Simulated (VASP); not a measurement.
Os:

```
CELL_PARAMETERS angstrom
2.73410 0.00000 0.00000
-1.36705 2.36780 0.00000
0.00000 0.00000 4.31970
ATOMIC_POSITIONS crystal
Os 0.66667 0.33333 0.75000
Os 0.33333 0.66667 0.25000
```

| Quantity | Value |
| --- | --- |
| Program | VASP 6.6.1 |
| Task | relaxation of cell and atoms |
| Functional | BLYP |
| Dispersion | D3 |
| Potentials or basis | VASP PAW PBE potentials, release 64 (Os) |
| Cutoff | 600 eV |
| k mesh | 11 × 11 × 6 |
| Occupations | fermi-dirac, width 0.05 eV |
| Spin | no spin polarisation |

At the start: pressure 11.5 GPa; volume 13.98 Å³/atom.

Q: Where does the relaxation end?

A: Over 9 steps the energy falls by 13.5 meV/atom and the volume is 14.37 Å³/atom (+2.8 %); space group P6_3/mmc (No. 194, to 0.05 Å).

The path:
```csv
step,energy change (eV),largest force (eV/Å),pressure (GPa),volume (Å³)
1,0.0000,0.0000,11.52,27.96
2,0.3900,0.0000,-33.86,32.24
3,-0.0270,0.0000,-0.60,28.78
4,-0.0271,0.0000,-0.02,28.74
5,-0.0271,0.0000,0.19,28.72
6,-0.0271,0.0000,0.17,28.73
7,-0.0271,0.0000,0.18,28.73
8,-0.0271,0.0000,0.09,28.73
9,-0.0271,0.0000,0.00,28.74
```

Final structure:
```xyz
2
Lattice="2.7583 0.0000 0.0000 -1.3791 2.3887 0.0000 0.0000 0.0000 4.3618" Properties=species:S:1:pos:R:3 pbc="T T T"
Os    1.3791    0.7962    3.2713
Os    0.0000    1.5925    1.0904
```

Caveat: the PAW data sets were made with another functional, which shifts forces and pressure a little; pairwise dispersion overbinds metals, which lowers pressure and volume.
